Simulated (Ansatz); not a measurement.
## SnO under changes of volume

One of the cells (17.769 Å³/atom); the others are scaled copies at fixed shape and fractional positions:

```
Sn O
1.0
     3.81370    0.00000    0.00000
     0.00000    3.81370    0.00000
     0.00000    0.00000    4.88691
Sn O
2 2
Direct
  0.50000 0.00000 0.76463
  0.00000 0.50000 0.23537
  0.00000 0.00000 0.00000
  0.50000 0.50000 0.00000
```

The cell is a database's computed one.

* Program: Ansatz 0.2.0
* Functional: BLYP
* Potentials or basis: Ansatz PAW
* Cutoff: 420 eV (not typed: the program's choice for these potentials)
* k mesh: 7 × 7 × 6
* Occupations: fermi-dirac, width 0.05 eV
* Spin: no spin polarisation

| volume (Å³/atom) | energy over the lowest point (meV/atom) | pressure (GPa) | gap on the mesh (eV) | largest force (eV/Å) |
| --- | --- | --- | --- | --- |
| 16.703 | 112.49 | 15.8 | 0.36 | 1.491 |
| 17.058 | 80.65 | 13.0 | 0.44 | 1.151 |
| 17.414 | ? | ? | ? | ? |
| 17.769 | 34.26 | 8.1 | 0.59 | 0.541 |
| 18.125 | 18.58 | 6.0 | 0.65 | 0.268 |
| 18.480 | 7.34 | 4.2 | 0.72 | 0.014 |
| 18.835 | 0.00 | 2.5 | 0.77 | 0.223 |

Q: What does the run at 17.414 Å³/atom give?

A: Energy over the lowest point 54.79 meV/atom; pressure 10.4 GPa; gap on the mesh 0.52 eV; largest force 0.835 eV/Å.

Worked out: A Birch-Murnaghan fit of order 3 (a polynomial in V^(-2/3)) to the other rows has no minimum within the range. It gives 54.72 meV/atom at 17.414 Å³/atom, against the run's 54.79, and -dE/dV = 10.4 GPa, against 10.4. A parabola through the other rows of the gap, of slope 3.6 eV per unit of ln V there, gives 0.52 eV, against the run's 0.52.

Energies are extrapolated to zero smearing.

Caveats: odd divisions of the mesh miss points on the zone boundary, where band edges often lie, so the gap on the mesh can be too wide; spin-orbit coupling is left out, which moves the levels of the heavy elements; the PAW data sets come from PBE, with cores solved anew for the run's functional, which leaves a small shift of forces and pressure; forces of over 1 eV/Å show positions far from the minimum, so gaps and moduli don't describe the material at rest (some runs).

A mesh can miss the band edges.
